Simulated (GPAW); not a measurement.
**BN (P6_3mc): one start, several treatments of the self-energy**

How much does the gap of BN (P6_3mc) depend on the approximation to the self-energy?

Program: GPAW 26.7.0. Level of theory: PBE and many-body steps on it, plane waves. Results are calculated unless marked as measured.

The database entry behind the starting cell has ideal inner coordinates that were not refined, so it need not match the best structure at ambient conditions.

## Step 1: Starting point

The structure is hexagonal, space group P6_3mc (No. 186). Conventional cell: a = 2.536 Å, b = 2.536 Å, c = 4.199 Å, α = 90.00°, β = 90.00°, γ = 120.00°. Nearest to B lie 4 N at 1.56 to 1.57 Å. Nearest to N lie 4 B at 1.56 to 1.57 Å. Farther neighbours and most contacts between anions are not listed.

Coordinates:

```xyz
4
Lattice="2.5360 0.0000 0.0000 -1.2680 2.1962 0.0000 0.0000 0.0000 4.1990" Properties=species:S:1:pos:R:3 pbc="T T T"
B     1.2680    0.7321    0.0000
B     0.0000    1.4642    2.0995
N     1.2680    0.7321    1.5746
N     0.0000    1.4642    3.6741
```

The cell and positions come from the Crystallography Open Database and are kept as given unless a step says otherwise. This is not the form that BN usually takes at ambient conditions.

## Step 2: Empty states on the mesh, 6×6×4 mesh, 47 bands

This step: GPAW 26.7.0; DFT, PBE, plane waves, PAW.

The sums over transitions need many empty states on a uniform mesh; this step solves for them.

run.py

```python
import json
import numpy as np
from gpaw.mpi import world
from gpaw import GPAW

calc = GPAW('gs.gpw').fixed_density(kpts={'size': (6, 6, 4), 'gamma': True},
    nbands=54,
    convergence={'bands': 47},
    txt='nscf.txt')
calc.write('full.gpw', mode='all')
res = {}
kpts = calc.get_ibz_k_points()
res['kpts'] = kpts
res['eigenvalues'] = [calc.get_eigenvalues(kpt=k) for k in range(len(kpts))]
res['n_electrons'] = calc.get_number_of_electrons()

if world.rank == 0:
    with open('result.json', 'w') as f:
        json.dump(res, f, default=lambda x: x.tolist())
```

Command:

```sh
$ mpirun -n 4 gpaw python run.py
```

Numbers of over 12 decimals in the logs are rounded to 6 here.

Output:

```text
Diagonalizing LCAO Hamiltonian
Converting LCAO to pw mode
convergence criteria:
- Maximum integral of absolute [eigenst]ate change: 4e-08 eV^2 / valence electron
maximum number of iterations: 100

SCF iterations
|iter     |     time |      energy | eigst |  dens |
|iter:   1|  |             | +4.00 |       |
|iter:   2|  |             | +2.83 |       |
|iter:   3|  |             | +1.77 |       |
[...]
|iter:  11|  |             | -6.32 |       |
|iter:  12|  |             | -6.86 |       |
|iter:  13|  |             | -7.56c|       |
SCF steps: 13
  __  _  _
 | _ |_)|_||  |
 |__||  | ||/\| - 26.7.0

Input parameters:
  mode=PW(ecut=600.0),
  convergence={'bands': 47},
  gpts=array([15, 15, 24]),
  kpts=MonkhorstPack(size=(6, 6, 4), gamma=True),
  maxiter=100,
  nbands=54,
  occupations=Occupations(name='fermi-dirac', width=0.001, fixmagmom=False),
  parallel={},
  xc=XC(name='PBE')
# Writing to full.gpw (mode='all')
  [... matrices ...]

timing:  # [seconds]
  Total: 0.034  # ━━━━━━━━━━━━━━━━━━━━━━━━━━━━━━━━━━━━━━━━━━━━━━━━━━━━━━━━━━━
```

Run time: 8.4 s. Hardware: 4 MPI ranks of Arm Neoverse V1, shared host; peak memory 0.63 GiB.

Numbers from this step:

```
gap                                                           : 5.175 eV
k of the valence top                                          : 0, 0, 0
k of the conduction bottom                                    : 0.3333, 0.3333, 0
least direct gap                                              : 8.379 eV
k points computed                                             : 24
lowest point of the top converged band, above the valence top : 63.8846 eV
```

On this mesh the gap is 5.175 eV.

## Step 3: G0W0, Godby-Needs plasmon pole

G0W0 replaces the xc potential by the self-energy, built once from these orbitals. Only a window of levels is corrected, while the sums run over the empty bands that the input names.

This step: G0W0 with a vertex from the rALDA kernel on PBE, plane waves, PAW.

run.py

```python
import json
import numpy as np
from gpaw.mpi import world
from gpaw.response.g0w0 import G0W0

gw = G0W0('full.gpw',
    filename='gw',
    kpts=[0, 4, 14],
    bands=(6, 10),
    ecut=80,
    nbands=37,
    integrate_gamma='WS',
    ppa=True,
    xc='rALDA',
    fxc_mode=None,
    fxc_modes=['GWP', 'GWS', 'GWG'],
    do_GW_too=True)
gw.calculate()
res = {mode: {k: v for k, v in r.items() if k != 'sigma_eskwn'}
       for mode, r in gw.all_results.items()}

if world.rank == 0:
    with open('result.json', 'w') as f:
        json.dump(res, f, default=lambda x: x.tolist())
```

Command:

```sh
$ mpirun -n 4 gpaw python run.py
```

Output:

```text
Using integrator: PointIntegrator
FrequencyGridDescriptor(from 0.000+0.000j to 0.000+27.211j eV, 2 points)
Nonperiodic BCs:  [False False False]
Using integrator: PointIntegrator
FrequencyGridDescriptor(from 0.000+0.000j to 0.000+27.211j eV, 2 points)
Nonperiodic BCs:  [False False False]
  ___  _ _ _
 |   || | | |
 | | || | | |
 |__ ||_____|
 |___|

BZ k-points: Symmetries present (total): 6

  [... matrices ...]
144 k-points: 6 x 6 x 4 Monkhorst-Pack grid + [1/12,1/12,1/8]
24 k-points in the irreducible part of the Brillouin zone
       k-points in crystal coordinates                weights
   0:     0.00000000    0.00000000    0.00000000          1/144
   1:     0.00000000    0.00000000    0.25000000          2/144
   2:     0.00000000    0.00000000    0.50000000          1/144
   3:     0.16666667    0.00000000   -0.25000000          6/144
   4:     0.16666667    0.00000000    0.00000000          6/144
   5:     0.16666667    0.00000000    0.25000000          6/144
   6:     0.16666667    0.00000000    0.50000000          6/144
   7:     0.33333333   -0.16666667    0.00000000          6/144
   8:     0.33333333   -0.16666667    0.25000000         12/144
   9:     0.33333333   -0.16666667    0.50000000          6/144
          ...
  23:     0.50000000    0.50000000    0.50000000          3/144

Distributing spins, k-points and bands (1 x 3 x 4) over 4 processes
Number of blocks: 1

Quasi particle states:
k-points (IBZ indices): [0, 4, 14]
Band range: (6, 10)
  [... matrices ...]
Computational parameters:
Plane wave cut-off: 80 eV
Number of bands: 37
Coulomb cutoff: None
Broadening: 0.1 eV

fxc modes: GW, GWG, GWP, GWS
Kernel: rALDA
Using Godby-Needs plasmon-pole approximation:
  Fitting energy: i*E0, E0 = 1.000 Hartree
Summing all q:

Calculating screened Coulomb potential
No Coulomb truncation
FrequencyGridDescriptor(from 0.000+0.000j to 0.000+27.211j eV, 2 points)
Removing empty qpoint cache files...

Calculating chi0 body with:
    Ground state adapter containing:
    Number of spins: 1
    Number of kpoints: 144
    Number of irreducible kpoints: 24
    Number of completely occupied states: 8
    Number of partially occupied states: 8
    Occupied states memory: 0.6591796875 M / cpu

    Linear response parametrization:
    q_c: [1.3877787807814457e-17, 1.3877787807814457e-17, 0.0]
    Number of frequency points: 2
    Planewave cutoff: 80.0
    Number of bands: 37
    Number of planewaves: 37
    Broadening (eta): 1e-06
    comm.size: 4
    kncomm.size: 4
    blockcomm.size: 1

    Memory estimate of potentially large arrays:
        chi0_wGG: 0.041779 M / cpu
Integrating chi0 body.

Symmetries of q_c:
    Direct symmetries (Uq -> q): 6
    Indirect symmetries (TUq -> q): 6
In total 12 allowed symmetries.

  [... matrices ...]
24 groups of equivalent kpoints. 83.333333% reduction.

Integral kind: response function
Integrating chi0 head and wings.

Symmetries of q_c:
    Direct symmetries (Uq -> q): 6
    Indirect symmetries (TUq -> q): 6
In total 12 allowed symmetries.

  [... matrices ...]
24 groups of equivalent kpoints. 83.333333% reduction.

Integral kind: response function wings
Calculating rALDA kernel at 80.0 eV cutoff
q point 0 complete
q point 1 complete
q point 2 complete
q point 3 complete
q point 4 complete
q point 5 complete
[...]
q point 9 complete
q point 10 complete
q point 11 complete
[... the further q-points ...]

Results:
f:      Occupation numbers
eps:     KS-eigenvalues [eV]
vxc:     KS vxc [eV]
exx:     Exact exchange [eV]
sigma:   Self-energies [eV]
dsigma:  Self-energy derivatives
Z:       Renormalization factors
qp:      QP-energies [eV]

k-point 0 (0): (0.000, 0.000, 0.000)                GWP
band       f     eps     vxc     exx   sigma  dsigma       Z      qp
                                                                  GWP
   6   1.000  10.426 -19.439 -22.997   3.555  -0.210   0.826  10.423
   7   1.000  10.427 -19.439 -22.997   3.554  -0.210   0.826  10.423
   8   0.000  18.850 -14.416  -7.760  -4.613  -0.187   0.843  20.572
   9   0.000  18.850 -14.416  -7.760  -4.612  -0.187   0.843  20.573
                                                                  GWS
   6   1.000  10.426 -19.439 -22.997   3.421  -0.185   0.844  10.310
   7   1.000  10.427 -19.439 -22.997   3.421  -0.185   0.844  10.310
[...]
GWG
[...]
GW
[...]
k-point 1 (4): (0.167, 0.000, 0.000)                GWP
band       f     eps     vxc     exx   sigma  dsigma       Z      qp
                                                                  GWP
[...]
GWS
[...]
GWG
[...]
GW
[...]
k-point 2 (14): (0.333, 0.333, 0.000)                GWP
band       f     eps     vxc     exx   sigma  dsigma       Z      qp
                                                                  GWP
[...]
GWS
[...]
GWG
[...]
GW
[...]
7   1.000   4.947 -16.901 -22.165   4.255  -0.221   0.819   4.121
   8   0.000  15.602 -12.200  -6.933  -3.958  -0.161   0.861  16.730
   9   0.000  23.973 -17.238  -8.877  -5.458  -0.210   0.826  26.371
```

It took 42 s on 4 MPI ranks; peak memory 1.1 GiB.

This step gave:

```
gap with the vertex in the polarisability    : 6.202 eV
gap with the vertex in the self-energy       : 6.709 eV
gap with the vertex in both                  : 6.553 eV
G0W0 gap on the points computed              : 6.379 eV
least direct G0W0 gap on the computed points : 10.14 eV
Z at the valence top                         : 0.8346
Z at the conduction bottom                   : 0.8615
starting gap on the mesh                     : 5.175 eV
k of the valence top                         : 0, 0, 0
k of the conduction bottom                   : 0.3333, 0.3333, 0
```

The gap on the mesh goes from 5.18 eV to 6.38 eV, a correction of +1.20 eV.

## Step 4: G0W0 with rALDA vertex

run.py, as its differences from that of step 3:

```diff
@@ -9,4 +9,4 @@
     bands=(6, 10),
-    ecut=80,
-    nbands=37,
+    ecut=48,
+    nbands=17,
     integrate_gamma='WS',
@@ -14,5 +14,3 @@
     xc='rALDA',
-    fxc_mode=None,
-    fxc_modes=['GWP', 'GWS', 'GWG'],
-    do_GW_too=True)
+    fxc_mode='GWG')
 gw.calculate()
```

Command:

```sh
$ mpirun -n 4 gpaw python run.py
```

Output:

```text
Using integrator: PointIntegrator
FrequencyGridDescriptor(from 0.000+0.000j to 0.000+27.211j eV, 2 points)
Nonperiodic BCs:  [False False False]
Using integrator: PointIntegrator
FrequencyGridDescriptor(from 0.000+0.000j to 0.000+27.211j eV, 2 points)
Nonperiodic BCs:  [False False False]
  ___  _ _ _
 |   || | | |
 | | || | | |
 |__ ||_____|
 |___|

BZ k-points: Symmetries present (total): 6

  [... matrices ...]
144 k-points: 6 x 6 x 4 Monkhorst-Pack grid + [1/12,1/12,1/8]
24 k-points in the irreducible part of the Brillouin zone
       k-points in crystal coordinates                weights
   0:     0.00000000    0.00000000    0.00000000          1/144
   1:     0.00000000    0.00000000    0.25000000          2/144
   2:     0.00000000    0.00000000    0.50000000          1/144
[...]
9:     0.33333333   -0.16666667    0.50000000          6/144
          ...
  23:     0.50000000    0.50000000    0.50000000          3/144

Distributing spins, k-points and bands (1 x 3 x 4) over 4 processes
Number of blocks: 1

Quasi particle states:
k-points (IBZ indices): [0, 4, 14]
Band range: (6, 10)
  [... matrices ...]
Computational parameters:
Plane wave cut-off: 48 eV
Number of bands: 17
Coulomb cutoff: None
Broadening: 0.1 eV

fxc modes: GWG
Kernel: rALDA
Using Godby-Needs plasmon-pole approximation:
  Fitting energy: i*E0, E0 = 1.000 Hartree
Summing all q:

Calculating screened Coulomb potential
No Coulomb truncation
FrequencyGridDescriptor(from 0.000+0.000j to 0.000+27.211j eV, 2 points)
Removing empty qpoint cache files...

Calculating chi0 body with:
    Ground state adapter containing:
    Number of spins: 1
    Number of kpoints: 144
    Number of irreducible kpoints: 24
    Number of completely occupied states: 8
[...]
Number of planewaves: 23
    Broadening (eta): 1e-06
    comm.size: 4
    kncomm.size: 4
    blockcomm.size: 1

    Memory estimate of potentially large arrays:
        chi0_wGG: 0.016144 M / cpu
Integrating chi0 body.

Symmetries of q_c:
    Direct symmetries (Uq -> q): 6
    Indirect symmetries (TUq -> q): 6
In total 12 allowed symmetries.

  [... matrices ...]
24 groups of equivalent kpoints. 83.333333% reduction.

Integral kind: response function
Integrating chi0 head and wings.

Symmetries of q_c:
    Direct symmetries (Uq -> q): 6
    Indirect symmetries (TUq -> q): 6
In total 12 allowed symmetries.

  [... matrices ...]
24 groups of equivalent kpoints. 83.333333% reduction.

Integral kind: response function wings
Calculating rALDA kernel at 48.0 eV cutoff
q point 0 complete
q point 1 complete
q point 2 complete
[...]
q point 10 complete
q point 11 complete
[... the further q-points ...]

Results:
f:      Occupation numbers
eps:     KS-eigenvalues [eV]
vxc:     KS vxc [eV]
exx:     Exact exchange [eV]
sigma:   Self-energies [eV]
dsigma:  Self-energy derivatives
Z:       Renormalization factors
qp:      QP-energies [eV]

k-point 0 (0): (0.000, 0.000, 0.000)                GWG
band       f     eps     vxc     exx   sigma  dsigma       Z      qp
                                                                  GWG
   6   1.000  10.426 -19.439 -22.997   3.892  -0.184   0.845  10.708
   7   1.000  10.427 -19.439 -22.997   3.892  -0.184   0.845  10.708
   8   0.000  18.850 -14.416  -7.760  -3.335  -0.159   0.862  21.714
[...]
k-point 1 (4): (0.167, 0.000, 0.000)                GWG
band       f     eps     vxc     exx   sigma  dsigma       Z      qp
                                                                  GWG
[...]
k-point 2 (14): (0.333, 0.333, 0.000)                GWG
band       f     eps     vxc     exx   sigma  dsigma       Z      qp
                                                                  GWG
[...]
8   0.000  15.602 -12.200  -6.933  -2.970  -0.143   0.875  17.611
   9   0.000  23.973 -17.238  -8.877  -4.186  -0.197   0.836  27.461
```

The job ended after 16 s (4 MPI ranks; peak memory 1.1 GiB).

This step gave:

```
quasiparticle gap on the points computed              : 6.903 eV
least direct quasiparticle gap on the computed points : 10.73 eV
Z at the valence top                                  : 0.8449
Z at the conduction bottom                            : 0.8746
starting gap on the mesh                              : 5.175 eV
k of the valence top                                  : 0, 0, 0
k of the conduction bottom                            : 0.3333, 0.3333, 0
```

Against G0W0 in GPAW (6×6×4 mesh, 37 bands, screening to 80 eV, Godby-Needs plasmon pole), the gap moves by +0.524 eV.

## Step 5: The runs together

Times are wall times on 4 MPI ranks of Arm Neoverse V1, shared host, good to a factor of about two.

| run | mesh | bands | screening cutoff (eV) | DFT gap (eV) | gap on the mesh (eV) | direct (eV) | time |
| --- | --- | --- | --- | --- | --- | --- | --- |
| G0W0, Godby-Needs plasmon pole | 6×6×4 | 37 | 80 | 5.175 | 6.379 | 10.136 | 42 s |
| G0W0 with rALDA vertex | 6×6×4 | 17 | 48 | 5.175 | 6.903 | 10.729 | 16 s |

## Step 6: Results

```
G0W0, Godby-Needs plasmon pole : 6.379 eV
G0W0 with rALDA vertex         : 6.903 eV
known limits                   : not at the basis limit; coarse k mesh
```

**Reading.** G0W0 with rALDA vertex: +0.524 eV against G0W0, Godby-Needs plasmon pole, at other bands or cutoff, so not like for like. With the rALDA kernel as a vertex the gap is 6.20 eV (in the polarisability), 6.71 eV (in the self-energy) and 6.55 eV (in both), against 6.38 eV without. Bands and cutoff are finite, so the gap is not at the basis limit. The miss can reach some tenths of an eV and take either sign; the mesh is an error of its own. These stock PAW sets were not made for GW. In the G0W0 runs levels were corrected at 3 k points alone, so a gap called «on the mesh» is the least over those, and an edge elsewhere would be missed. The 6×6×4 mesh is coarse for this cell, which bears on the long-range parts of exchange and screening.

[Paths, hosts, dates, memory and timing lines, banners, echoed tables and standing remarks are left out of the program output.]

[Logs are printed without paths, hosts, clocks, repeated set-up lines and the standing remarks that a program may print on its own settings, such as how far it seeks lower states.]

[Runs of the session that timed out or met a known fault of the program may be left out.]

[Hosts, paths, dates, database ids (printed as entryN), source tags and the programs' standing remarks are cut or masked in the printed files.]
